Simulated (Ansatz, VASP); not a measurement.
Os: VASP beside Ansatz

Contents of INCAR:

```
SYSTEM = Os
PREC     = Accurate       ! precision mode
ENCUT    = 520            ! plane-wave cutoff, eV
EDIFF    = 1E-7           ! SCF threshold, eV
ISMEAR   = -1             ! smearing method
SIGMA    = 0.05           ! smearing width, eV
LREAL    = .FALSE.        ! projectors in reciprocal space
LASPH    = .TRUE.         ! aspherical terms in the spheres
NELM     = 80             ! most SCF steps
ALGO     = Normal         ! electronic algorithm
ISIF     = 2              ! what is computed and relaxed
LWAVE    = .FALSE.        ! write WAVECAR
LCHARG   = .FALSE.        ! write CHGCAR
LMAXMIX  = 4              ! l up to which the mixer works
METAGGA  = R2SCAN         ! meta-GGA
LMIXTAU  = .TRUE.       
NBANDS   = 15             ! bands
```

File KPOINTS:

```
Automatic mesh
0
G
  11 11 6
  0 0 0
```

Contents of POSCAR:

```
Os
1.0
    2.7341000000      0.0000000000      0.0000000000
   -1.3670500000      2.3678000565      0.0000000000
    0.0000000000      0.0000000000      4.3197000000
Os
2
Direct
    0.6666666667      0.3333333333      0.7500000000
    0.3333333333      0.6666666667      0.2500000000
```

File KPOINTS_OPT:

```
path GMKGALHA,LM,KH
20
line-mode
reciprocal
 0.0000000000  0.0000000000  0.0000000000  G
 0.5000000000  0.0000000000  0.0000000000  M

 0.5000000000  0.0000000000  0.0000000000  M
 0.3333333333  0.3333333333  0.0000000000  K

 0.3333333333  0.3333333333  0.0000000000  K
 0.0000000000  0.0000000000  0.0000000000  G

 0.0000000000  0.0000000000  0.0000000000  G
 0.0000000000  0.0000000000  0.5000000000  A

 0.0000000000  0.0000000000  0.5000000000  A
 0.5000000000  0.0000000000  0.5000000000  L

 0.5000000000  0.0000000000  0.5000000000  L
 0.3333333333  0.3333333333  0.5000000000  H

 0.3333333333  0.3333333333  0.5000000000  H
 0.0000000000  0.0000000000  0.5000000000  A

 0.5000000000  0.0000000000  0.5000000000  L
 0.5000000000  0.0000000000  0.0000000000  M

 0.3333333333  0.3333333333  0.0000000000  K
 0.3333333333  0.3333333333  0.5000000000  H
```

Contents of input.yaml:

```yaml
crystal:
  lattice:
    - [2.7341, 0.0, 0.0]
    - [-1.36705, 2.3678000565, 0.0]
    - [0.0, 0.0, 4.3197]
  atoms:
    - { symbol: Os, position: [0.6666666667, 0.3333333333, 0.75] }
    - { symbol: Os, position: [0.3333333333, 0.6666666667, 0.25] }
hamiltonian:
  xc: r2scan
  pseudopotentials: { kind: paw }
kpoints:
  mp_grid: { grid: [11, 11, 6] }
  band_path:
    path:
      - [[0.0, 0.0, 0.0], [0.5, 0.0, 0.0], [0.3333333333, 0.3333333333, 0.0], [0.0, 0.0, 0.0], [0.0, 0.0, 0.5], [0.5, 0.0, 0.5], [0.3333333333, 0.3333333333, 0.5], [0.0, 0.0, 0.5]]
      - [[0.5, 0.0, 0.5], [0.5, 0.0, 0.0]]
      - [[0.3333333333, 0.3333333333, 0.0], [0.3333333333, 0.3333333333, 0.5]]
    npoints: 14
scf:
  occupations: { method: fermi_dirac, width: 0.05 }
  n_extra_bands: 6
output:
  forces: true
  stress: true
  eigenvalues: true
  fatbands: true
```

Alike in both runs: task band structure; functional r2SCAN; k mesh 11 × 11 × 6; occupations fermi-dirac, width 0.05 eV; no spin polarisation.

```csv
,VASP,Ansatz
version,VASP 6.6.1,Ansatz 0.2.0
potentials or method,"VASP PAW PBE potentials, release 64 (Os)",Ansatz PAW
plane-wave cutoff (eV),520,500
valence electrons in the cell,16,32
```

Ansatz gave:

```
gap on the k mesh at the Fermi level (eV)       : none
pressure (GPa)                                  : 1.0
largest component of the traceless stress (GPa) : 0.39
```

Task: Estimate VASP's values.

Result: gap on the k mesh at the Fermi level (eV): none; pressure (GPa): 2.1; largest component of the traceless stress (GPa): 0.39.

A gap of «none» marks a metal or a gap that the smearing closes. The two sets of potentials don't hold the same shells in valence.

Caveats: spin-orbit coupling is left out, which moves the levels of the heavy elements; the PAW data sets were made with another functional, which shifts forces and pressure a little (VASP); the PAW data sets come from PBE, with cores solved anew for the run's functional, which leaves a small shift of forces and pressure (Ansatz).
